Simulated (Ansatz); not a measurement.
## Os(0001) with 2 layers of random Os-Au, 2x2: scattering by chemical disorder

Wanted: resistance against the alloy's length, first Os(0001) with 2 layers of random Os-Au, 2x2.

Method: Ansatz plane-wave DFT, PBE, PAW files; ballistic transport by layer matching (Landauer), zero bias; PAW set soft_1, in Ansatz 0.2.0.

Most raw output is cut from this account.

## 1. Set-up

The cell holds 48 atoms: 47 Os and 1 Au. Cell: a = 5.468 Å, b = 5.468 Å, c = 25.918 Å, α = 90.0°, β = 90.0°, γ = 120.0°. It derives from Os. Regions: lead, 40 atoms (40 Os); scattering region, 8 atoms (7 Os and 1 Au). The structure is stacked along c, and the current runs across the ab planes.

## 2. With 2 alloy layers

In 2 layers a share of 0.125 of the sites is given to Au at random. The layers about the cell's end stay perfect and serve as the lead. Energies from -0.05 to 0.05 eV in steps of 0.05 eV are too few for the program's thermal sum, so it prints no conductance; for a metal the transmission near the Fermi level serves, at a fraction of the cost.

File input.yaml:

```yaml
crystal:
  lattice:
    - [5.4682, 0.0, 0.0]
    - [-2.7341, 4.735600113, 0.0]
    - [0.0, 0.0, 25.9182]
  atoms:
    - { symbol: Os, position: [0.1666666667, 0.3333333333, 0.0416666667] }
    - { symbol: Os, position: [0.1666666667, 0.8333333333, 0.0416666667] }
    - { symbol: Os, position: [0.6666666667, 0.3333333333, 0.0416666667] }
    - { symbol: Os, position: [0.6666666667, 0.8333333333, 0.0416666667] }
    - { symbol: Os, position: [0.3333333333, 0.1666666667, 0.125] }
    - { symbol: Os, position: [0.3333333333, 0.6666666667, 0.125] }
    - { symbol: Os, position: [0.8333333333, 0.1666666667, 0.125] }
    - { symbol: Os, position: [0.8333333333, 0.6666666667, 0.125] }
[... 36 atom lines left out ...]
    - { symbol: Os, position: [0.3333333333, 0.1666666667, 0.9583333333] }
    - { symbol: Os, position: [0.3333333333, 0.6666666667, 0.9583333333] }
    - { symbol: Os, position: [0.8333333333, 0.1666666667, 0.9583333333] }
    - { symbol: Os, position: [0.8333333333, 0.6666666667, 0.9583333333] }
kpoints:
  mp_grid: { grid: [5, 5, 1] }
hamiltonian:
  xc: pbe
  pseudopotentials: { kind: paw, azcp: { folder: soft_1 } }
scf:
  occupations: { method: fermi_dirac, width: 0.1 }
output:
  transmission:
    leads: [[0, 8]]
    kmesh: [10, 10]
    e_range: [-0.05, 0.05]
    de: 0.05
  write_potential: true
  write_density: true
  volumetric_format: npy
```

Command:

```
$ ansatz run input.yaml --threads 4 --pin off --max-ram 15360MiB --backend cpu --events-out ev --progress --plain --runs-dir out
```

It took 3.9 min on 4 threads of Arm Neoverse V1, shared host; peak memory 5.7 GiB.

Numbers from this step:

- free energy: -548286.5481 eV
- energy at zero smearing: -548285.9887 eV
- Fermi energy: 26.09 eV
- cell area: 25.90 Å²
- transmission per spin nearest the Fermi level: 2.922
- open channels per spin nearest the Fermi level: 4.31
- step of the lead's potential: 6.9 meV

Per spin. The transmission, zone mean by energy, zero at the Fermi level:

| energy (eV) | transmission, zone mean |
| --- | --- |
| -0.0500 | 3.38 |
| 0.0000 | 2.92 |
| 0.0500 | 3.15 |

Per spin. The open channels, zone mean, lead by energy, zero at the Fermi level:

```
energy (eV)  open channels, zone mean, lead
    -0.0500                            4.74
     0.0000                            4.31
     0.0500                            4.55
```

Transmission over k1 and k2. At 0.0000 eV from the Fermi level.

Ten even steps from '_' (1.16) to '@' (9.48):
```
__::::::::::________
__::::----::::______
__::--::::::--::____
__::--::++++::--::__
::::::::++@@++::::::
____::--::++++::--::
______::--::::::--::
________::::----::::
__________::::::::::
::________::________
```
Columns: k1 (b1) from -0.5 to 0.4; rows upwards: k2 (b2) from -0.5 to 0.4.

Open channels over k1 and k2. At 0.0000 eV from the Fermi level.

Ten even steps from '_' (2.0) to '@' (11.0):
```
__----------__..__..
..------------..____
..--------------....
__------++++------__
==------++@@++------
____------++++------
......--------------
..____..------------
__..__..__----------
==__....__==__....__
```
Columns: k1 (b1) from -0.5 to 0.4; rows upwards: k2 (b2) from -0.5 to 0.4.

Over the solved energies the transmission per spin lies between 2.92 and 3.38, out of 4.53 channels of the lead on average (up to 4.74).

## 3. With 6 alloy layers

In 6 layers a share of 0.125 of the sites is given to Au at random. A fresh draw is used; the growth of the resistance with length is what counts.

System of this step: Os(0001) with 6 layers of random Os-Au, 2x2. The cell holds 64 atoms: 61 Os and 3 Au. Its edges and angles: a = 5.468 Å, b = 5.468 Å, c = 34.558 Å, α = 90.0°, β = 90.0°, γ = 120.0°. It derives from Os. Regions: lead, 40 atoms (40 Os); scattering region, 24 atoms (21 Os and 3 Au). The structure is stacked along c, and the current runs across the ab planes.

File input.yaml:

```yaml
crystal:
  lattice:
    - [5.4682, 0.0, 0.0]
    - [-2.7341, 4.735600113, 0.0]
    - [0.0, 0.0, 34.5576]
  atoms:
    - { symbol: Os, position: [0.1666666667, 0.3333333333, 0.03125] }
    - { symbol: Os, position: [0.1666666667, 0.8333333333, 0.03125] }
    - { symbol: Os, position: [0.6666666667, 0.3333333333, 0.03125] }
    - { symbol: Os, position: [0.6666666667, 0.8333333333, 0.03125] }
    - { symbol: Os, position: [0.3333333333, 0.1666666667, 0.09375] }
    - { symbol: Os, position: [0.3333333333, 0.6666666667, 0.09375] }
    - { symbol: Os, position: [0.8333333333, 0.1666666667, 0.09375] }
    - { symbol: Os, position: [0.8333333333, 0.6666666667, 0.09375] }
[... 52 atom lines left out ...]
    - { symbol: Os, position: [0.3333333333, 0.1666666667, 0.96875] }
    - { symbol: Os, position: [0.3333333333, 0.6666666667, 0.96875] }
    - { symbol: Os, position: [0.8333333333, 0.1666666667, 0.96875] }
    - { symbol: Os, position: [0.8333333333, 0.6666666667, 0.96875] }
kpoints:
  mp_grid: { grid: [5, 5, 1] }
hamiltonian:
  xc: pbe
  pseudopotentials: { kind: paw, azcp: { folder: soft_1 } }
scf:
  occupations: { method: fermi_dirac, width: 0.1 }
output:
  transmission:
    leads: [[0, 8]]
    kmesh: [10, 10]
    e_range: [-0.05, 0.05]
    de: 0.05
  write_potential: true
  write_density: true
  volumetric_format: npy
```

It took 22 min on 4 threads; peak memory 11 GiB; 81 min of CPU time.

This step gave:

* free energy: -733986.8235 eV
* energy at zero smearing: -733986.0568 eV
* Fermi energy: 26.15 eV
* transmission per spin nearest the Fermi level: 2.237
* open channels per spin nearest the Fermi level: 4.55
* step of the lead's potential: 7.5 meV

Per spin. The transmission, zone mean by energy, zero at the Fermi level:

```
energy (eV)  transmission, zone mean
    -0.0500                     2.32
     0.0000                     2.24
     0.0500                     2.19
```

Over the solved energies the transmission per spin lies between 2.19 and 2.32, out of 4.53 channels of the lead on average (up to 4.55).

## 4. With 10 alloy layers

In 10 layers a share of 0.125 of the sites is given to Au at random. A fresh draw is used; the growth of the resistance with length is what counts.

System of this step: Os(0001) with 10 layers of random Os-Au, 2x2. The cell holds 80 atoms: 75 Os and 5 Au. Cell: a = 5.468 Å, b = 5.468 Å, c = 43.197 Å, α = 90.0°, β = 90.0°, γ = 120.0°. It derives from Os. Regions: lead, 40 atoms (40 Os); scattering region, 40 atoms (35 Os and 5 Au). The structure is stacked along c, and the current runs across the ab planes.

File input.yaml:

```yaml
crystal:
  lattice:
    - [5.4682, 0.0, 0.0]
    - [-2.7341, 4.735600113, 0.0]
    - [0.0, 0.0, 43.197]
  atoms:
    - { symbol: Os, position: [0.1666666667, 0.3333333333, 0.025] }
    - { symbol: Os, position: [0.1666666667, 0.8333333333, 0.025] }
    - { symbol: Os, position: [0.6666666667, 0.3333333333, 0.025] }
    - { symbol: Os, position: [0.6666666667, 0.8333333333, 0.025] }
    - { symbol: Os, position: [0.3333333333, 0.1666666667, 0.075] }
    - { symbol: Os, position: [0.3333333333, 0.6666666667, 0.075] }
    - { symbol: Os, position: [0.8333333333, 0.1666666667, 0.075] }
    - { symbol: Os, position: [0.8333333333, 0.6666666667, 0.075] }
[... 68 atom lines left out ...]
    - { symbol: Os, position: [0.3333333333, 0.1666666667, 0.975] }
    - { symbol: Os, position: [0.3333333333, 0.6666666667, 0.975] }
    - { symbol: Os, position: [0.8333333333, 0.1666666667, 0.975] }
    - { symbol: Os, position: [0.8333333333, 0.6666666667, 0.975] }
kpoints:
  mp_grid: { grid: [5, 5, 1] }
hamiltonian:
  xc: pbe
  pseudopotentials: { kind: paw, azcp: { folder: soft_1 } }
scf:
  occupations: { method: fermi_dirac, width: 0.1 }
output:
  transmission:
    leads: [[0, 8]]
    kmesh: [10, 10]
    e_range: [-0.05, 0.05]
    de: 0.05
  write_potential: true
  write_density: true
  volumetric_format: npy
```

Wall time 33 min (4 threads); peak memory 8.8 GiB.

Numbers from this step:

```
free energy                                   : -919687.8307 eV
energy at zero smearing                       : -919686.8983 eV
Fermi energy                                  : 26.17 eV
transmission per spin nearest the Fermi level : 1.726
step of the lead's potential                  : 5.1 meV
```

Per spin. Transmission, zone mean against energy, zero at the Fermi level:

```
energy (eV)  transmission, zone mean
    -0.0500                     1.76
     0.0000                     1.73
     0.0500                     1.70
```

Over the solved energies the transmission per spin lies between 1.70 and 1.76, out of 4.53 channels of the lead on average (up to 4.55).

## 5. Resistance against length

This step: Ansatz plane-wave DFT, PBE, PAW files; ballistic transport by layer matching (Landauer), zero bias; residual resistivity from the slope of the area resistance, atoms on the host's lattice; PAW set soft_1 (Ansatz 0.2.0).

This step gave:

```yaml
resistivity: 50.45 µΩ cm
intercept: 0.1019 fΩ m²
scatter_about_the_fit: 0.004531 fΩ m²
```

Resistance, by row:

| run | length (Å) | T | channels N | RA (fΩ m²) |
| --- | --- | --- | --- | --- |
| n2 | 4.32 | 3.152 | 4.533 | 0.323 |
| n6 | 12.96 | 2.248 | 4.533 | 0.7492 |
| n10 | 21.6 | 1.73 | 4.533 | 1.195 |

Table of area resistance by length of the alloy:

```
length of the alloy (Å)  area resistance (fΩ m²)
                   4.32                    0.323
                  12.96                    0.749
                  21.60                     1.19
```

The area resistance goes from 0.32 to 1.2 fΩ m² between 4.3 and 21.6 Å, a slope of 50 µΩ cm.

By hand from the end points: (1.195 − 0.3230) fΩ m² / (21.60 − 4.32) Å = 50 µΩ cm, since 1 fΩ m² per Å is 1000 µΩ cm.

## 6. Results

```yaml
resistivity_from_the_slope: 50.4 µΩ cm
area_resistance_over_4p32_a: 0.323 fΩ m²
area_resistance_over_13p0_a: 0.749 fΩ m²
area_resistance_over_21p6_a: 1.19 fΩ m²
```

In words: The slope gives 50 µΩ cm. The points scatter by 0.0045 fΩ m² about the line, with one random draw a length in a 2x2 cell, so the slope is a rough value. Read with a model of isotropic scattering on a spherical Fermi surface and the lead's 1.4×10¹⁵ S/m², this slope means a mean free path near 11 Å; over these lengths the model's slope is within 3 % of its bulk resistivity. The draw over the shortest length came out nearly ordered, with 12 symmetry operations, so that point is a poor sample of a random alloy. The atoms sit on the host's lattice, so scattering by size misfit is left out. Spin-orbit coupling is left out, which matters for Au and Os.

[Logs are printed without paths, hosts, clocks, repeated set-up lines and the standing remarks that a program may print on its own settings, such as how far it seeks lower states.]

[Hosts, paths, dates, database ids (printed as entryN), source tags and the programs' standing remarks are cut or masked in the printed files.]
